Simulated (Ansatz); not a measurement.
SnSe:

```
Sn Se
1.0
    11.42000    0.00000    0.00000
     0.00000    4.19000    0.00000
     0.00000    0.00000    4.46000
Sn Se
4 4
Direct
  0.87700 0.75000 0.90900
  0.62300 0.25000 0.40900
  0.37700 0.75000 0.59100
  0.12300 0.25000 0.09100
  0.64300 0.75000 0.98400
  0.85700 0.25000 0.48400
  0.14300 0.75000 0.51600
  0.35700 0.25000 0.01600
```

* Program: Ansatz 0.2.0
* Task: relaxation of cell and atoms
* Functional: PBEsol
* Dispersion: D3(BJ)
* Potentials or basis: Ansatz PAW
* Cutoff: 420 eV (not typed: the program's choice for these potentials)
* k mesh: 3 × 6 × 6
* Occupations: fermi-dirac, width 0.05 eV
* Spin: no spin polarisation

At the start: volume 26.68 Å³/atom.

Question: Where does the relaxation end?

Answer: It ends after 7 steps and the volume is 24.48 Å³/atom (-8.2 %); space group Pnma (No. 62, to 0.05 Å).

The path:
```
step  energy change (eV)  largest force (eV/Å)  volume (Å³)
   1              0.0000                0.2397       213.41
   2             -0.0994                0.1694       185.94
   3             -0.2101                0.1025       198.99
   4             -0.2221                0.0135       196.56
   5             -0.2232                0.0111       195.99
   6             -0.2234                0.0068       195.83
   7             -0.2203                0.0070       195.83
```

Final structure:
```
Sn Se
1.0
    11.22998    0.00000    0.00000
     0.00000    4.11012    0.00000
     0.00000    0.00000    4.24265
Sn Se
4 4
Direct
  0.88329 0.75000 0.92621
  0.61671 0.25000 0.42621
  0.38329 0.75000 0.57379
  0.11671 0.25000 0.07379
  0.64090 0.75000 0.98144
  0.85910 0.25000 0.48144
  0.14090 0.75000 0.51856
  0.35910 0.25000 0.01856
```

Caveat: the plane-wave basis is chosen anew once the cell has moved, so the energies of steps on either side of that aren't comparable; the PAW data sets come from PBE, with cores solved anew for the run's functional, which leaves a small shift of forces and pressure.
